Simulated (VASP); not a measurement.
**From an Ansatz input to VASP: Li$_{2}$S (strained antifluorite)**

Ansatz input

```yaml
crystal:
  lattice:
    - [0.0569058843, 2.9022001008, 2.9022001008]
    - [2.9022001008, 0.0569058843, 2.9022001008]
    - [2.9022001008, 2.9022001008, 0.0569058843]
  atoms:
    - { symbol: S, position: [0.0, 0.0, 0.0] }
    - { symbol: Li, position: [0.2494632347, 0.2494632347, 0.2494632347] }
    - { symbol: Li, position: [0.7505367653, 0.7505367653, 0.7505367653] }
kpoints:
  mp_grid: { grid: [8, 8, 8] }
  band_path:
    path:
      - [0.0, 0.0, 0.0]
      - [0.5, 0.0, 0.5]
      - [0.625, 0.25, 0.625]
      - [0.375, 0.375, 0.75]
      - [0.5, 0.5, 0.5]
      - [0.5, 0.25, 0.75]
      - [0.0, 0.5, 0.5]
    npoints: 1
hamiltonian:
  xc: pbe
scf:
  occupations: { method: fermi_dirac, width: 0.02 }
  n_extra_bands: 4
output:
  forces: true
  stress: true
  eigenvalues: true
```

**Question.** Which VASP files do the same job?

**Answer.** 

INCAR

```
NBANDS = 13
GGA = PE
EDIFF = 1E-7
LCHARG = .FALSE.
LASPH = .TRUE.
SIGMA = 0.02
ENCUT = 520
LWAVE = .FALSE.
NSW = 0
NELM = 120
ISIF = 2
PREC = Accurate
LREAL = .FALSE.
IBRION = -1
ISMEAR = -1
```

KPOINTS

```
KPOINTS created by Atomic Simulation Environment
0
Gamma
8 8 8
0 0 0
```

KPOINTS_OPT

```
special points
7
Reciprocal
0.0000000000 0.0000000000 0.0000000000 1
0.5000000000 0.0000000000 0.5000000000 1
0.6250000000 0.2500000000 0.6250000000 1
0.3750000000 0.3750000000 0.7500000000 1
0.5000000000 0.5000000000 0.5000000000 1
0.5000000000 0.2500000000 0.7500000000 1
0.0000000000 0.5000000000 0.5000000000 1
```

POSCAR

```
S  Li
 1.0000000000000000
     0.0569058843000000    2.9022001008000000    2.9022001008000000
     2.9022001008000000    0.0569058843000000    2.9022001008000000
     2.9022001008000000    2.9022001008000000    0.0569058843000000
 S   Li
   1   2
Cartesian
  0.0000000000000000 -0.0000000000000000  0.0000000000000000
  1.4621803755210316  1.4621803755210316  1.4621803755210314
  4.3991257103789696  4.3991257103789696  4.3991257103789696
```

VASP ran with the recommended PBE PAW datasets (12 valence electrons in the cell). Other inputs would serve too.

|  | Ansatz | VASP |
| --- | --- | --- |
| gap between bands v and c | 3.37 eV | 3.37 eV |
| least direct gap | 4.08 eV | 4.09 eV |
| pressure | -0.8 GPa | -0.9 GPa |

Each program uses its own PAW datasets. VASP's cell holds 12 valence electrons and Ansatz's 12. Ansatz's stress includes a Pulay correction; VASP's doesn't.
